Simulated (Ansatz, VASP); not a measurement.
**One calculation of KCl, two programs**

```xyz
8
Lattice="3.7943 -2.2100 0.0000 3.7943 2.2100 0.0000 -2.5379 0.0000 15.4877" Properties=species:S:1:pos:R:3 pbc="T T T"
K     3.9361    0.0000   15.4580
K    -1.1212    0.0000    7.7551
K     6.4731    0.0000    3.8858
K    -1.1328    0.0000   11.6226
Cl    3.9365    0.0000    1.9504
Cl    3.9239    0.0000    9.6885
Cl    1.4186    0.0000    5.8202
Cl    1.4017    0.0000   13.5142
```

Change from the starting cell: the structure that the rattled cell fell into.

Alike in both runs: task single point; functional PBE; k mesh 4 × 4 × 1; occupations gaussian, width 0.1 eV; no spin polarisation.

|  | VASP | Ansatz |
| --- | --- | --- |
| version | VASP 6.6.1 | Ansatz 0.2.0 |
| potentials or method | VASP PAW PBE potentials, release 64 (K_sv, Cl) | scalar-relativistic, plane waves, PAW |
| plane-wave cutoff (eV) | 520 | 420 |
| valence electrons in the cell | 64 | 64 |

|  | VASP | Ansatz | Ansatz less VASP |
| --- | --- | --- | --- |
| gap on the k mesh at the Fermi level (eV) | 4.93 | 4.93 | +0.001 |
| least direct gap on the mesh (eV) | 4.93 | 4.93 | +0.001 |
| pressure (GPa) | 0.1 | 0.0 | -0.01 |
| largest component of the traceless stress (GPa) | 0.08 | 0.08 | +0.003 |
| rms of the force components (eV/Å) | 0.003 | 0.003 | +0.0001 |

Atom by atom the forces differ by 0.000 eV/Å (rms over components).
